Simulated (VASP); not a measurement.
# ZnS (Wurtzite-6H) (P6_3mc) in VASP: settings compared

Aim: see how the results for ZnS (Wurtzite-6H) move with the level of theory and the settings. Levels: PBE, BLYP. Tasks: dielectric tensor, band structure.

All numbers are computed with VASP 6.6.1; they aren't measurements. Logs are shortened: lines on timing, memory, paths and dates and some standing lists are left out, and cuts for length are marked.

**Measured values to compare with.**

From a printed reference work, monograph, for a bulk crystal of ZnS at 4 K: band gap 3.911 eV (direct).

How close the calculation comes is told below.

### Step 1. Starting point

The structure is hexagonal, space group P6_3mc (No. 186). The conventional cell has a = 3.812 Å, b = 3.812 Å, c = 18.690 Å, α = 90.00°, β = 90.00°, γ = 120.00°. Zn (site symmetry 3m) is surrounded by 4 S at 2.33 to 2.34 Å. Zn (site symmetry 3m) is surrounded by 4 S at 2.33 to 2.34 Å. Zn (site symmetry 3m) is surrounded by 4 S at 2.33 to 2.34 Å. S (site symmetry 3m) has 4 Zn at 2.33 to 2.34 Å as nearest neighbours. S (site symmetry 3m) is surrounded by 4 Zn at 2.33 to 2.34 Å. S (site symmetry 3m) is surrounded by 4 Zn at 2.33 to 2.34 Å.

### Step 2. Dielectric tensor, PBE

Contents of INCAR:

```
SYSTEM = ZnS
PREC     = Accurate       ! precision mode
ENCUT    = 520            ! plane-wave cutoff, eV
EDIFF    = 1E-8           ! SCF threshold, eV
ISMEAR   = 0              ! smearing method
SIGMA    = 0.02           ! smearing width, eV
LREAL    = .False.        ! projectors in reciprocal space
LASPH    = .True.         ! aspherical terms in the spheres
NELM     = 100            ! most SCF steps
ALGO     = Normal         ! electronic algorithm
ISIF     = 2              ! what is computed and relaxed
LWAVE    = .False.        ! write WAVECAR
LCHARG   = .False.        ! write CHGCAR
GGA      = PE             ! functional
LEPSILON = .True.         ! dielectric tensor by DFPT
KPAR     = 4
```

Contents of KPOINTS:

```
regular mesh
0
Gamma
  8 8 2
  0 0 0
```

Contents of POSCAR:

```
ZnS
1.0
    3.8120000000      0.0000000000      0.0000000000
   -1.9060000000      3.3012888392      0.0000000000
    0.0000000000      0.0000000000     18.6899900000
Zn S
6 6
Direct
    0.3333333333      0.6666666667      0.8333300000
    0.6666666667      0.3333333333      0.3333300000
    0.6666666667      0.3333333333      0.6666700000
    0.3333333333      0.6666666667      0.1666700000
    0.0000000000      0.0000000000      0.5000000000
    0.0000000000      0.0000000000      0.0000000000
    0.3333333333      0.6666666667      0.9583300000
    0.6666666667      0.3333333333      0.4583300000
    0.6666666667      0.3333333333      0.7916700000
    0.3333333333      0.6666666667      0.2916700000
    0.0000000000      0.0000000000      0.6250000000
    0.0000000000      0.0000000000      0.1250000000
```

Potentials or basis: VASP PAW PBE potentials, release 64 (Zn, S).

Command:

```sh
cat potpaw_PBE.64/Zn/POTCAR potpaw_PBE.64/S/POTCAR > POTCAR
mpirun -np 4 vasp_std > vasp.out
```

OUTCAR:

```text
SYSTEM = ZnS
   PREC = Accurate
   ENCUT = 520
   EDIFF = 1E-8
   ISMEAR = 0
   LREAL = .False.
   LASPH = .True.
   NELM = 100
   ISIF = 2
   GGA = PE
   LEPSILON = .True.

 ion  position               nearest neighbor table
   1  0.333  0.667  0.833-   9 2.33   9 2.33   9 2.33   7 2.34
   2  0.667  0.333  0.333-  10 2.33  10 2.33  10 2.33   8 2.34
   3  0.667  0.333  0.667-  11 2.33  11 2.33  11 2.33   9 2.34
   4  0.333  0.667  0.167-  12 2.33  12 2.33  12 2.33  10 2.34
   5  0.000  0.000  0.500-   8 2.33   8 2.33   8 2.33  11 2.34
   6  0.000  0.000  0.000-   7 2.33   7 2.33   7 2.33  12 2.34
   7  0.333  0.667  0.958-   6 2.33   6 2.33   6 2.33   1 2.34
   8  0.667  0.333  0.458-   5 2.33   5 2.33   5 2.33   2 2.34
   9  0.667  0.333  0.792-   1 2.33   1 2.33   1 2.33   3 2.34
  10  0.333  0.667  0.292-   2 2.33   2 2.33   2 2.33   4 2.34
  11  0.000  0.000  0.625-   3 2.33   3 2.33   3 2.33   5 2.34
  12  0.000  0.000  0.125-   4 2.33   4 2.33   4 2.33   6 2.34

  LATTYP: Found a hexagonal cell.
 ALAT       =     3.8120000000
 C/A-ratio  =     4.9029354669

  Lattice vectors:

 A1 = (   3.8120000000,   0.0000000000,   0.0000000000)
 A2 = (  -1.9060000000,   3.3012888392,   0.0000000000)
 A3 = (   0.0000000000,   0.0000000000,  18.6899900000)

Analysis of symmetry for initial positions (statically):
=====================================================================
 Subroutine PRICEL returns:
 Original cell was already a primitive cell.

 Routine SETGRP: Setting up the symmetry group for a
 hexagonal supercell.

 Subroutine GETGRP returns: Found 12 space group operations
 (whereof  6 operations were pure point group operations)
 out of a pool of 24 trial point group operations.

The static configuration has the point symmetry C_3v.
 The point group associated with its full space group is C_6v.

Analysis of symmetry for dynamics (positions and initial velocities):
=====================================================================
 Subroutine PRICEL returns:
 Original cell was already a primitive cell.

 Routine SETGRP: Setting up the symmetry group for a
 hexagonal supercell.

 Subroutine GETGRP returns: Found 12 space group operations
 (whereof  6 operations were pure point group operations)
 out of a pool of 24 trial point group operations.

The dynamic configuration has the point symmetry C_3v.
 The point group associated with its full space group is C_6v.

 Subroutine INISYM returns: Found 12 space group operations
 (whereof  6 operations are pure point group operations),
 and found     1 'primitive' translations

----------------------------------------------------------------------------------------

                                     Primitive cell

  volume of cell :     235.2044

  direct lattice vectors                    reciprocal lattice vectors
     3.812000000  0.000000000  0.000000000     0.262329486  0.151455999  0.000000000
    -1.906000000  3.301288839  0.000000000     0.000000000  0.302911999  0.000000000
     0.000000000  0.000000000 18.689990000     0.000000000  0.000000000  0.053504577

  length of vectors
     3.812000000  3.812000000 18.689990000     0.302911999  0.302911999  0.053504577

  position of ions in fractional coordinates (direct lattice)
     0.333333333  0.666666667  0.833330000
     0.666666667  0.333333333  0.333330000
     0.666666667  0.333333333  0.666670000
     0.333333333  0.666666667  0.166670000
     0.000000000  0.000000000  0.500000000
     0.000000000  0.000000000  0.000000000
     0.333333333  0.666666667  0.958330000
     0.666666667  0.333333333  0.458330000
     0.666666667  0.333333333  0.791670000
     0.333333333  0.666666667  0.291670000
     0.000000000  0.000000000  0.625000000
     0.000000000  0.000000000  0.125000000

  ion indices of the primitive-cell ions
   primitive index   ion index
                 1           1
                 2           2
                 3           3
                 4           4
                 5           5
                 6           6
                 7           7
                 8           8
                 9           9
                10          10
                11          11
                12          12

----------------------------------------------------------------------------------------

 KPOINTS: regular mesh

[... 96 lines left out ...]
  volume of cell :      235.20
 maximum number of plane-waves:      6376
   NGX = 15   NGY = 15   NGZ = 69

--------------------------------------- Ionic step        1  -------------------------------------------

 number of electron     107.9999995 magnetization

 E-fermi :   2.2671     XC(G=0):  -9.6582

 val. band max:        2.1718643137   @ k =   0.0000   0.0000   0.0000
 cond. band min:       4.3394742863   @ k =   0.0000   0.0000   0.0000
 fundamental gap:      2.1676099726
 Fermi energy:         2.2670808667

 k-point     1 :       0.0000    0.0000    0.0000
  band No.  band energies     occupation
      1     -11.0210      2.00000
      2     -10.8195      2.00000
      3     -10.8112      2.00000
      4     -10.3535      2.00000
      5     -10.3450      2.00000
      6     -10.0797      2.00000
[... 1329 lines left out ...]
     63       8.3330      0.00000
     64       8.3330      0.00000

  FORCE on cell =-STRESS in cart. coord.  units (eV):
  Direction    XX          YY          ZZ          XY          YZ          ZX
  --------------------------------------------------------------------------------------
  -------------------------------------------------------------------------------------
  Total        3.3279880      3.3279880      3.4123269      0.0000000     -0.0000000      0.0000000
  in kB       22.6697563     22.6697563     23.2442605      0.0000000     -0.0000000      0.0000000
  external PRESSURE =      22.8612577 kB  Pullay stress =       0.0000000 kB

 VOLUME and BASIS-vectors are now :
 -----------------------------------------------------------------------------
  energy-cutoff  :      520.00
  volume of cell :      235.20
      direct lattice vectors                 reciprocal lattice vectors
     3.812000000  0.000000000  0.000000000     0.262329486  0.151455999  0.000000000
    -1.906000000  3.301288839  0.000000000     0.000000000  0.302911999  0.000000000
     0.000000000  0.000000000 18.689990000     0.000000000  0.000000000  0.053504577

 POSITION                                       TOTAL-FORCE (eV/Angst)
 -----------------------------------------------------------------------------------
     -0.00000      2.20086     15.57493         0.000000      0.000000      0.000803
      1.90600      1.10043      6.22993        -0.000000     -0.000000      0.000803
      1.90600      1.10043     12.46006         0.000000     -0.000000      0.015210
     -0.00000      2.20086      3.11506        -0.000000      0.000000      0.015210
      0.00000      0.00000      9.34500        -0.000000      0.000000     -0.003575
      0.00000      0.00000      0.00000         0.000000      0.000000     -0.003575
     -0.00000      2.20086     17.91118         0.000000      0.000000     -0.030022
      1.90600      1.10043      8.56618         0.000000      0.000000     -0.030022
      1.90600      1.10043     14.79630         0.000000     -0.000000     -0.006782
     -0.00000      2.20086      5.45131         0.000000      0.000000     -0.006782
      0.00000      0.00000     11.68124        -0.000000      0.000000      0.024365
      0.00000      0.00000      2.33625         0.000000     -0.000000      0.024365
 -----------------------------------------------------------------------------------
    total drift:                               -0.000002     -0.000003     -0.000308

  FREE ENERGIE OF THE ION-ELECTRON SYSTEM (eV)
  ---------------------------------------------------
  free  energy   TOTEN  =       -41.0523234068 eV

  energy  without entropy=      -41.0523234068  energy(sigma->0) =      -41.05232341

 HEAD OF MICROSCOPIC STATIC DIELECTRIC TENSOR (INDEPENDENT PARTICLE, excluding Hartree and local field effects)
 ------------------------------------------------------
           6.319836     0.000000     0.000000
           0.000000     6.319836     0.000000
           0.000000    -0.000000     6.303614
 ------------------------------------------------------

 Free energy of the ion-electron system (eV)
  ---------------------------------------------------
  ---------------------------------------------------
  free energy    TOTEN  =        -3.44547226 eV

  energy without entropy =       -3.44547226

------------------------ aborting loop because EDIFF is reached ----------------------------------------

--------------------------------------- Ionic step        2  -------------------------------------------

------------------------ aborting loop because EDIFF is reached ----------------------------------------

--------------------------------------- Ionic step        3  -------------------------------------------

 Free energy of the ion-electron system (eV)
  ---------------------------------------------------
  ---------------------------------------------------
  free energy    TOTEN  =        -3.43578415 eV

  energy without entropy =       -3.43578415

------------------------ aborting loop because EDIFF is reached ----------------------------------------

 PIEZOELECTRIC TENSOR FIELD DIRECTION 3  (e Angst)
 -----------------------------------------------------------------------------
     5.54920  0.00000  0.00000           ( -0.03050  0.00000  0.00000)
     0.00000  5.54920 -0.00000           (  0.00000 -0.03050  0.00000)
    -0.00000  0.00000-11.28760           (  0.00000  0.00000  0.05753)

 PIEZOELECTRIC TENSOR FIELD DIRECTION 3  (C/m^2)
 -----------------------------------------------------------------------------
     0.37800  0.00000  0.00000
     0.00000  0.37800 -0.00000
    -0.00000  0.00000 -0.76889

 MACROSCOPIC STATIC DIELECTRIC TENSOR (including local field effects in DFT)
 ------------------------------------------------------
           5.928080     0.000000     0.000000
           0.000000     5.928080    -0.000000
           0.000000     0.000000     5.914655
 ------------------------------------------------------

 PIEZOELECTRIC TENSOR (including local field effects)  for field in x, y, z        (e  Angst)
          XX          YY          ZZ          XY          YZ          ZX
  --------------------------------------------------------------------------------
  x    -0.00000     0.00000     0.00000     0.00000     0.00000     5.60626
  y     0.00000     0.00000     0.00000     0.00000     5.60626     0.00000
  z     5.54920     5.54920   -11.28760     0.00000     0.00000     0.00000

 PIEZOELECTRIC TENSOR (including local field effects)  for field in x, y, z        (C/m^2)
          XX          YY          ZZ          XY          YZ          ZX
  --------------------------------------------------------------------------------
  x    -0.00000     0.00000     0.00000     0.00000     0.00000     0.38189
  y     0.00000     0.00000     0.00000     0.00000     0.38189     0.00000
  z     0.37800     0.37800    -0.76889     0.00000     0.00000     0.00000

 BORN EFFECTIVE CHARGES (including local field effects) (in |e|, cummulative output)
 ---------------------------------------------------------------------------------
 ion    1
    1     2.00576     0.00000     0.00000
    2     0.00000     2.00576     0.00000
    3     0.00000    -0.00000     2.00513
 ion    2
    1     2.00576     0.00000     0.00000
    2     0.00000     2.00576     0.00000
    3    -0.00000     0.00000     2.00513
 ion    3
    1     1.96595     0.00000     0.00000
    2     0.00000     1.96595     0.00000
    3     0.00000    -0.00000     2.03283
 ion    4
    1     1.96595    -0.00000     0.00000
    2     0.00000     1.96595    -0.00000
    3     0.00000     0.00000     2.03283
 ion    5
[... 16 lines left out ...]
    1    -1.99530     0.00000     0.00000
    2     0.00000    -1.99530     0.00000
    3     0.00000     0.00000    -1.99252
 ion   10
    1    -1.99530     0.00000     0.00000
    2     0.00000    -1.99530     0.00000
    3    -0.00000     0.00000    -1.99252
 ion   11
    1    -1.97872     0.00000     0.00000
    2     0.00000    -1.97872     0.00000
    3     0.00000     0.00000    -2.02450
 ion   12
    1    -1.97872     0.00000     0.00000
    2     0.00000    -1.97872     0.00000
    3     0.00000     0.00000    -2.02450
```

Wall time 15 min (4 MPI ranks of Intel Xeon 6975P-C (Granite Rapids), shared host); peak memory 1.4 GiB.

What came out:

- Band gap on the k mesh: 2.17 eV, direct
- Electronic dielectric tensor (diagonal): 5.93, 5.93, 5.91
- Born charges (mean of the diagonal): Zn +2.01, +1.99; S -1.99 e

Electronic dielectric tensor:
```
5.93 0.00 0.00
0.00 5.93 0.00
0.00 0.00 5.91
```

Born effective charge tensors (e):
atom 1, Zn
```
2.01 0.00 0.00
0.00 2.01 0.00
0.00 0.00 2.01
```
atom 2, Zn
```
2.01 0.00 0.00
0.00 2.01 0.00
0.00 0.00 2.01
```
atom 3, Zn
```
1.97 0.00 0.00
0.00 1.97 0.00
0.00 0.00 2.03
```
atom 4, Zn
```
1.97 0.00 0.00
0.00 1.97 0.00
0.00 0.00 2.03
```
atom 5, Zn
```
1.98 0.00 0.00
0.00 1.98 0.00
0.00 0.00 2.00
```
atom 6, Zn
```
1.98 0.00 0.00
0.00 1.98 0.00
0.00 0.00 2.00
```
atom 7, S
```
-1.98  0.00  0.00
 0.00 -1.98  0.00
 0.00  0.00 -2.02
```
atom 8, S
```
-1.98  0.00  0.00
 0.00 -1.98  0.00
 0.00  0.00 -2.02
```
atom 9, S
```
-2.00  0.00  0.00
 0.00 -2.00  0.00
 0.00  0.00 -1.99
```
atom 10, S
```
-2.00  0.00  0.00
 0.00 -2.00  0.00
 0.00  0.00 -1.99
```
atom 11, S
```
-1.98  0.00  0.00
 0.00 -1.98  0.00
 0.00  0.00 -2.02
```
atom 12, S
```
-1.98  0.00  0.00
 0.00 -1.98  0.00
 0.00  0.00 -2.02
```

### Step 3. Band structure, BLYP

POSCAR is that of step 2.

Contents of INCAR.step1:

```
PREC = Accurate
ENCUT = 520
EDIFF = 1E-6
ISMEAR = -1
SIGMA = 0.05
LREAL = False
LASPH = True
NELM = 60
ALGO = Normal
ISIF = 2
LWAVE = False
LCHARG = True
GGA = B5
ALDAX = 1.0
AGGAX = 1.0
AGGAC = 1.0
ALDAC = 0.0
```

Contents of KPOINTS.step1:

```
regular mesh
0
Gamma
  8 8 2
```

Contents of INCAR.step2:

```
PREC = Accurate
ENCUT = 520
EDIFF = 1E-6
ISMEAR = 0
SIGMA = 0.05
LREAL = False
LASPH = True
NELM = 60
ALGO = Normal
ISIF = 2
LWAVE = False
LCHARG = False
GGA = B5
ALDAX = 1.0
AGGAX = 1.0
AGGAC = 1.0
ALDAC = 0.0
ICHARG = 11
```

Contents of KPOINTS.step2:

```
path GMKGALHA,LM,KH
10
line-mode
reciprocal
 0.0000000000  0.0000000000  0.0000000000  G
 0.5000000000  0.0000000000  0.0000000000  M

 0.5000000000  0.0000000000  0.0000000000  M
 0.3333333333  0.3333333333  0.0000000000  K

 0.3333333333  0.3333333333  0.0000000000  K
 0.0000000000  0.0000000000  0.0000000000  G

 0.0000000000  0.0000000000  0.0000000000  G
 0.0000000000  0.0000000000  0.5000000000  A

 0.0000000000  0.0000000000  0.5000000000  A
 0.5000000000  0.0000000000  0.5000000000  L

 0.5000000000  0.0000000000  0.5000000000  L
 0.3333333333  0.3333333333  0.5000000000  H

 0.3333333333  0.3333333333  0.5000000000  H
 0.0000000000  0.0000000000  0.5000000000  A

 0.5000000000  0.0000000000  0.5000000000  L
 0.5000000000  0.0000000000  0.0000000000  M

 0.3333333333  0.3333333333  0.0000000000  K
 0.3333333333  0.3333333333  0.5000000000  H
```

Potentials or basis: VASP PAW PBE potentials, release 64 (Zn, S).

Command:

```sh
cat potpaw_PBE.64/Zn/POTCAR potpaw_PBE.64/S/POTCAR > POTCAR
cp INCAR.step1 INCAR
cp KPOINTS.step1 KPOINTS
mpirun -np 1 vasp_std > vasp.out
cp INCAR.step2 INCAR
cp KPOINTS.step2 KPOINTS
mpirun -np 1 vasp_std > vasp.out
```

Run time: 16 min. Hardware: 1 thread of Intel Xeon Platinum 8488C (Sapphire Rapids), shared host; peak memory 0.96 GiB.

Results (log left out):

- Band gap on the k mesh: 2.18 eV, direct
- Band gap along the path: 2.18 eV, direct

Levels at the corners of the path, in eV from the valence-band top:
```
point  band 51  band 52  band 53  band 54  band 55  band 56  band 57  band 58
    Γ    -0.24    -0.02     0.00     0.00     2.18     3.23     3.28     3.36
    M    -1.25    -1.25    -1.08    -0.87     3.48     3.65     3.72     3.96
    M    -1.25    -1.25    -1.08    -0.87     3.48     3.65     3.72     3.96
    K    -1.87    -1.52    -1.47    -1.47     4.51     4.51     4.51     5.36
    K    -1.87    -1.52    -1.47    -1.47     4.51     4.51     4.51     5.36
    Γ    -0.24    -0.02     0.00     0.00     2.18     3.23     3.28     3.36
    Γ    -0.24    -0.02     0.00     0.00     2.18     3.23     3.28     3.36
    A    -0.07    -0.07    -0.07    -0.07     2.65     2.65     3.30     3.30
    A    -0.07    -0.07    -0.07    -0.07     2.65     2.65     3.30     3.30
    L    -1.20    -1.20    -0.98    -0.98     3.44     3.44     3.92     3.92
    L    -1.20    -1.20    -0.98    -0.98     3.44     3.44     3.92     3.92
    H    -1.68    -1.68    -1.53    -1.53     4.76     4.76     4.83     4.83
    H    -1.68    -1.68    -1.53    -1.53     4.76     4.76     4.83     4.83
    A    -0.07    -0.07    -0.07    -0.07     2.65     2.65     3.30     3.30
    L    -1.20    -1.20    -0.98    -0.98     3.44     3.44     3.92     3.92
    M    -1.25    -1.25    -1.08    -0.87     3.48     3.65     3.72     3.96
    K    -1.87    -1.52    -1.47    -1.47     4.51     4.51     4.51     5.36
    H    -1.68    -1.68    -1.53    -1.53     4.76     4.76     4.83     4.83
```

Caveat: the log is that of the step along the path at fixed density, whose energy, stress, charges and moments have no meaning; the PAW data sets were made with another functional, which shifts forces and pressure a little.

### Step 4. Against experiment

Step 2. Measured gap of ZnS: 3.911 eV (direct; 4 K; a printed reference work, monograph). This calculation gives 2.17 eV (-1.74 eV). The value is that of PBE on a finite k mesh, which can miss the band edges, without temperature or zero-point motion. Semilocal functionals fall short of measured gaps as a rule.

Step 3. Measured gap of ZnS: 3.911 eV (direct; 4 K; a printed reference work, monograph). This calculation gives 2.18 eV (-1.73 eV). The value is that of BLYP, without temperature or zero-point motion. Semilocal functionals fall short of measured gaps as a rule.
